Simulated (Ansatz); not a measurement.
# Te2Mo (2H monolayer): the PBE gap against the k mesh of the density

How far can the k mesh of the density be lowered for the gap of Te2Mo (2H monolayer)?

Method: DFT, PBE, plane waves, PAW, in Ansatz 0.2.0.

### Step 1. The starting structure

The cell holds 3 atoms: 1 Mo and 2 Te. Cell: a = 3.555 Å, b = 3.555 Å, c = 31.534 Å, α = 90.0°, β = 90.0°, γ = 120.0°. Vacuum lies along c.

The structure was relaxed with PBE. The runs that relaxed it are not among those shown. Spin-orbit coupling is left out unless a step names it. The default PAW set here is soft_2. Its files were made with PBE. The Coulomb interaction is cut off across the vacuum.

### Step 2. k mesh of the density: 3×3×1

input.yaml reads:

```yaml
crystal:
  lattice:
    - [3.5550790444, 0.0, 0.0]
    - [-1.7775395222, 3.0787887649, 0.0]
    - [0.0, 0.0, 31.5341825584]
  atoms:
    - { symbol: Mo, position: [0.3333333333, 0.6666666667, 0.2854045759] }
    - { symbol: Te, position: [0.6666666667, 0.3333333333, 0.3427368186] }
    - { symbol: Te, position: [0.6666666667, 0.3333333333, 0.2280723333] }
  periodic: [true, true, false]
kpoints:
  mp_grid: { grid: [3, 3, 1] }
  band_path:
    path: [[0.0, 0.0, 0.0], [0.5, 0.0, 0.0], [0.3333333333, 0.3333333333, 0.0]]
    npoints: 1
hamiltonian:
  xc: pbe
scf:
  occupations: { method: fixed }
  n_extra_bands: 5
output:
  eigenvalues: true
  forces: true
  stress: true
```

Command:

```bash
> ansatz run input.yaml --threads 2 --pin off --max-ram 92160MiB --backend cuda --events-out ev --progress --plain --runs-dir out --devices 1 --max-vram 13GiB  # rebuilt from the run's record
```

Numbers of over 12 decimals in the logs are rounded to 6 here.

The log of the run:

```text
scf.n_extra_bands = 5 over 23 filled bands (N_el = 46.0): the run solves 28 bands
GPUs: using 1 of 1 available (devices: 1).
Engine: ansatz 0.2.0, x86_64-unknown-linux-gnu
Pseudopotentials: kind: paw
Pseudopotential: Mo, paw, valence charge 14, recommended cutoff 420 eV (normal), Mo.paw.azcp
Pseudopotential: Te, paw, valence charge 16, recommended cutoff 420 eV (normal), Te.paw.azcp
Functional definition: PBE
  parameter kappa = 0.804
  parameter beta = 0.066725
  exchange = pbe_x(kappa = kappa, mu = beta*pi^2/3)
  correlation = pbe_c(beta = beta)
device memory: the entry about to start is reckoned to put 3.0 GiB on a device that reports 75.4 GiB free (of which the cap on the GPU budget leaves the run 13.0 GiB)
GPU FFT provider: cuFFT
GPU libraries: cuBLAS 13.8.2, cuFFT 12.4.0, cuSOLVER 12.3.4
Crystal: 3 atoms, lattice volume = 345.152 Å³
Basis set: ecut = 420 eV, 6639 PW (Γ), exchange–correlation on 48×48×432 points (8 copies of the dense FFT grid, shifted against one another)
Bands: 28, of which v1, the nominal top of the filled ones, is band 23 counted from 1 (22 counted from 0)
Symmetry: 12 space group operations
Space group: P-6m2 (ITA 187), of the structure as read, at distance tolerance 7.0e-5 Å
k-points: 3 of 9 (time reversal used)
Non-local potential: Mo, projectors of the file, l = 0: 3, l = 1: 2, l = 2: 2, l = 3: 1
Non-local potential: Te, projectors of the file, l = 0: 2, l = 1: 2, l = 2: 2, l = 3: 2
PAW form: soft (Blöchl's): semilocal exchange-correlation on the pseudo side does not see the compensation charge
PAW one-centre angular grid: Mo, 590 points (default); XC on 64 Gauss nodes
PAW one-centre angular grid: Te, 590 points (default); XC on 64 Gauss nodes
Initial density: superposition of atomic densities (neutral atoms: chi_scale 0, normalization atom), corrected by the library's trained network
Initial wavefunctions: pseudopotential atomic-orbital guess
GPU buffer pool allocated for 124416 grid points (all kernels)
GPU transforms: local potential and band sums: pruned to the plane-wave sphere, on 24×24×216
Functional: x = pbe(κ = 0.804, μ = 0.219515), c = pbe(β = 0.066725)
SCF iter   1: F=—  HF=-18916.855411 eV  |F-HF|=—  |Δ(HF+E_count)|=         —  Δρ=5.19e-3  dr2=1.53e-1  ethr=1.77e-3  ⟨swp⟩=8.0  Hψ=440  notcnv=0  defer=9
preconditioner: auto → Resta (q_TF=auto, 1.950 Å⁻¹)  ε∞=2.3  [insulator: Δε(μ)=1.091 eV  Ē_g=7.319 eV  n_scr=18 (ndim 8)  ℏωp=8.5 eV  f_vac=0.755  ε∞_Penn≈2.3  vacuum switching on, ρ_ref=3.9e-3 e/Å³]
SCF iter   2: F=—  HF=-18916.882384 eV  |F-HF|=—  |Δ(HF+E_count)|=   2.70e-2  Δρ=5.72e-3  dr2=3.83e-1  ethr=3.33e-4  ⟨swp⟩=4.3  Hψ=170  notcnv=0  defer=9  recentre
SCF iter   3: F=—  HF=-18916.842579 eV  |F-HF|=—  |Δ(HF+E_count)|=   3.98e-2  Δρ=2.39e-3  dr2=1.78e-2  ethr=3.33e-4  ⟨swp⟩=3.3  Hψ=130  notcnv=0  defer=9
SCF iter   4: F=—  HF=-18916.843835 eV  |F-HF|=—  |Δ(HF+E_count)|=   1.26e-3  Δρ=4.79e-4  dr2=9.38e-4  ethr=3.86e-5  ⟨swp⟩=2.7  Hψ=133  notcnv=0  defer=9
SCF iter   5: F=—  HF=-18916.843778 eV  |F-HF|=—  |Δ(HF+E_count)|=   5.69e-5  Δρ=1.62e-4  dr2=5.69e-5  ethr=2.04e-6  ⟨swp⟩=3.0  Hψ=134  notcnv=0  defer=9
SCF iter   6: F=—  HF=-18916.844176 eV  |F-HF|=—  |Δ(HF+E_count)|=   3.97e-4  Δρ=3.67e-5  dr2=6.40e-6  ethr=1.24e-7  ⟨swp⟩=3.0  Hψ=174  notcnv=0  defer=9
SCF iter   7: F=—  HF=-18916.844176 eV  |F-HF|=—  |Δ(HF+E_count)|=   6.83e-8  Δρ=1.19e-5  dr2=5.58e-7  ethr=1.39e-8  ⟨swp⟩=3.7  Hψ=195  notcnv=0  defer=9
SCF iter   8: F=-18916.844176 eV  HF=-18916.844176 eV  |F-HF|=7.12e-9  |Δ(HF+E_count)|=   3.83e-7  Δρ=2.67e-6  dr2=2.36e-8  ethr=2.17e-10  ⟨swp⟩=22.7  Hψ=731  notcnv=0
SCF 1 converged in 8 iterations: F = -18916.844176 eV  dr2 = 2.36e-8
[...]
device memory: the entry about to start is reckoned to put 1.9 GiB on a device that reports 75.1 GiB free (of which the cap on the GPU budget leaves the run 13.0 GiB)
NSCF: frozen V_eff on 3 k-points
SCF converged after 8 iterations
Free energy (F): -18916.844176 eV
Harris-Foulkes:  -18916.844176 eV  (|F-HF|=7.12e-9)
Internal energy: -18916.844176 eV  (E = F + TS)
E sigma→0 (E₀):  -18916.844176 eV
Fermi energy:    -4.715933 eV
--- Per-component energies (eV) ---
  E_band       = -1358.880872
  E_kinetic    = 802.888486
  E_local      = -109094.985098  (includes V_loc(G=0)·N_el)
  E_nonlocal   = -476.201784
  E_hartree    = 54375.913390
  E_xc         = -431.924252
  E_vxc        = -437.120030  (∫ρ·V_xc dr)
  E_paw        = -12526.991472  (= ΣΔE_a)
  E_vpaw       = -905.289371  (= ΣTr[D̂ρ^β])
  E_aug_tail   = -0.000321  (compensation charges beyond the density's cutoff)
  E_ewald      = 48434.456874
  E_smearing   = -0.000000  (= −TS)
  E_closure    = -0.000000  (closes the sum)
  Σ components = -18916.844176   (vs F -18916.844176, Δ=0.00e0)
--- Forces (eV/Å), atoms counted from 1 ---
  atom   1  Mo     0.00000000    -0.00000000     0.00000000
  atom   2  Te    -0.00000000     0.00000000    -0.16837912
  atom   3  Te    -0.00000000     0.00000000     0.16837912
  max |Σ_I F_I| component: 1.39e-17 eV/Å
--- 2D stress c σ (N/m, compression-positive) ---
       -0.129302       0.000000       0.000000
        0.000000      -0.129302       0.000000
        0.000000       0.000000       0.000000
  P = ½ c Tr σ = -0.1293 N/m
--- Band table (eV) ---
  k-point 0: bands = [... 19 lower, -6.3706, -5.6615, -5.6615, -5.2672, -1.8099 (-1.8099°), -1.8099 (-1.8099°), -1.5233, -1.5233, ... 1 higher]
  k-point 1: bands = [... 19 lower, -6.7945, -6.2978, -5.7132, -5.4736, -3.3080, -3.0346, -2.1842, -1.2562, ... 1 higher]
  k-point 2: bands = [... 19 lower, -7.7929, -7.7256, -6.5552, -4.7159, -3.6860, -2.9281, -2.2210, -0.7908, ... 1 higher]
  ° read free of the cell's end (the report's vacuum.weakly_bound_levels)
```

Elapsed: 9.8 s, on 1 × NVIDIA H100 80GB HBM3 (shared by 6 runs) with 2 threads of AMD EPYC 7R13 (Zen 3), shared host; peak memory 1 GiB.

This step gave:

```
gap                  : 1.030 eV
valence top at       : K
conduction bottom at : K
least direct gap     : 1.030 eV
```

The gap is direct, at (0.333, 0.333, 0.000).

### Step 3. k mesh of the density: 6×6×1

Edit input.yaml of step 2 so:

```diff
@@ -11,3 +11,3 @@
 kpoints:
-  mp_grid: { grid: [3, 3, 1] }
+  mp_grid: { grid: [6, 6, 1] }
   band_path:
```

The log of the run:

```text
[...]
GPUs: using 1 of 1 available (devices: 1).
[...]
GPU FFT provider: cuFFT
GPU libraries: cuBLAS 13.8.2, cuFFT 12.4.0, cuSOLVER 12.3.4
Crystal: 3 atoms, lattice volume = 345.152 Å³
Basis set: ecut = 420 eV, 6639 PW (Γ), exchange–correlation on 48×48×432 points (8 copies of the dense FFT grid, shifted against one another)
[...]
k-point 1: bands = [... 19 lower, -6.2123, -6.1752, -5.6906, -5.4127, -2.9227, -2.7129, -2.2290, -1.5713, ... 1 higher]
  k-point 2: bands = [... 19 lower, -6.8534, -6.3090, -5.8120, -5.5527, -3.4001, -3.1483, -2.2463, -1.3001, ... 1 higher]
  k-point 6: bands = [... 19 lower, -7.7809, -7.7768, -6.5929, -4.8691, -3.7932, -2.9906, -2.3722, -0.8684, ... 1 higher]
  ° read free of the cell's end (the report's vacuum.weakly_bound_levels)
[key lines of the parts left out:]
SCF converged after 7 iterations
Free energy (F): -18916.727750 eV
Fermi energy:    -4.869130 eV
P = ½ c Tr σ = -0.0112 N/m
```

The job ended after 9.8 s (1 × NVIDIA H100 80GB HBM3 (shared by 6 runs) with 2 threads; peak memory 1 GiB; 3.5 s of CPU time).

Numbers from this step:

```
gap                  : 1.076 eV
valence top at       : K
conduction bottom at : K
least direct gap     : 1.076 eV
```

The gap is 1.076 eV, +0.046 eV from the run before at this level.

### Step 4. k mesh of the density: 12×12×1 (the default)

input.yaml, the sections that differ from step 3:

```yaml
kpoints:
  mp_grid: { grid: [12, 12, 1] }
  band_path:
    path:
      - [0, 0, 0]
      - [0.5, 0, 0]
      - [0.3333333333333, 0.3333333333333, 0]
      - [0, 0, 0]
    npoints: 10
scf:
  occupations: { method: fermi_dirac, width: 0.02 }
  n_extra_bands: 5
output:
  eigenvalues: true
  forces: true
  stress: true
  write_density: true
  write_potential: true
  elf: true
  volumetric_format: npy
# crystal, hamiltonian: as in step 3
```

The log of the run:

```text
[...]
GPUs: using 1 of 1 available (devices: 1).
[...]
GPU FFT provider: cuFFT
GPU libraries: cuBLAS 13.8.2, cuFFT 12.4.0, cuSOLVER 12.3.4
Crystal: 3 atoms, lattice volume = 345.152 Å³
Basis set: ecut = 420 eV, 6639 PW (Γ), exchange–correlation on 48×48×432 points (8 copies of the dense FFT grid, shifted against one another)
[...]
k-point 1: bands = [... 19 lower, -6.4301, -5.8661, -5.6523, -5.3291, -2.2165, -2.1011, -1.7619 (-1.7619°), -1.7489, ... 1 higher]
  k-point 2: bands = [... 19 lower, -6.2123, -6.1740, -5.6899, -5.4114, -2.9224, -2.7119, -2.2287, -1.5705, ... 1 higher]
  k-point 18: bands = [... 19 lower, -7.7807, -7.7759, -6.5922, -4.8694, -3.7916, -2.9897, -2.3725, -0.8673, ... 1 higher]
  ° read free of the cell's end (the report's vacuum.weakly_bound_levels)
[key lines of the parts left out:]
SCF converged after 7 iterations
Free energy (F): -18916.729452 eV
Fermi energy:    -4.330417 eV
P = ½ c Tr σ = -0.0042 N/m
```

It took 12 s on 1 × NVIDIA H100 80GB HBM3 (shared by 6 runs) with 2 threads; peak memory 1.1 GiB.

This step gave:

- gap: 1.078 eV
- valence top at: K
- conduction bottom at: K
- least direct gap: 1.078 eV

The gap is 1.078 eV, +0.002 eV from the run before at this level.

### Step 5. The series

Differences are against the last row; a negative gap means that bands overlap, and a run with a band path holds that path's time. Times are wall times on 1 × NVIDIA H100 80GB HBM3 (shared by 6 runs) with 2 threads of AMD EPYC 7R13 (Zen 3), shared host, good to a factor of about two.

```csv
k mesh of the density,gap (eV),direct gap (eV),gap error (eV),energy error (meV/atom),irreducible k,time
3×3×1,1.030,1.030,−0.048,−38.2,3,9.8 s
6×6×1,1.076,1.076,−0.002,+0.6,7,9.8 s
12×12×1,1.078,1.078,+0.000,+0.0,19,12 s
```

### Step 6. What came out

```
3×3×1   : 1.030 eV
6×6×1   : 1.076 eV
12×12×1 : 1.078 eV
```

The gap holds to 0.02 eV from 6×6×1 on. At 3×3×1 the gap is off by −0.048 eV and the energy by −38 meV/atom. The gap is read over the mesh and added points near the edges, so meshes differ mainly through the density and, for a hybrid, the exchange operator.

[Paths, hosts, dates, memory and timing lines, banners, echoed tables and standing remarks are left out of the program output.]

[Logs are printed without paths, hosts, clocks, repeated set-up lines and the standing remarks that a program may print on its own settings, such as how far it seeks lower states.]

[Runs of the session that timed out or met a known fault of the program may be left out.]

[Cells called generated may have been cut or substituted from an entry of the Crystallography Open Database or the Materials Project.]

[Hosts, paths, dates, database ids (printed as entryN), source tags and the programs' standing remarks are cut or masked in the printed files.]
